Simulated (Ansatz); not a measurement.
ZnSe (Stilleite), 2 atoms in the cell. The structure is cubic, space group F-43m (No. 216). The conventional cell has a = 5.668 Å, b = 5.668 Å, c = 5.668 Å, α = 90.00°, β = 90.00°, γ = 90.00°. Se (site symmetry -43m) has 4 Zn at 2.45 Å as nearest neighbours. Zn (site symmetry -43m) is surrounded by 4 Se at 2.45 Å. 

| Item | Value |
| --- | --- |
| Program | Ansatz 0.2.0 |
| Task | single point |
| Functional | PBE |
| Potentials or basis | all-electron LAPW, scalar-relativistic |
| Cutoff | 311 eV (chosen from the basis error) |
| Basis error allowed | 0.001 eV/atom |
| k mesh | 8 × 8 × 8 |
| Occupations | gaussian, width 0.025 eV |
| Spin | no spin polarisation |

Potentials or basis: all-electron LAPW, scalar-relativistic.

Launch:

```bash
$ ansatz run input.yaml --threads 1 --pin off --max-ram 3072MiB --backend cpu --events-out ev --progress --plain --runs-dir out
```

Hardware: 1 thread of Intel(R) Xeon(R) Processor @ 2.50GHz (Skylake/Cascade Lake), on a shared host.

Task: Estimate the wall time of this run.

Result: Run time: 19 s on 1 thread of Intel(R) Xeon(R) Processor @ 2.50GHz (Skylake/Cascade Lake), with other jobs on the host, peak memory 0.32 GiB. Counts: scf iterations 7, plane waves 537, k points 29, bands 27.
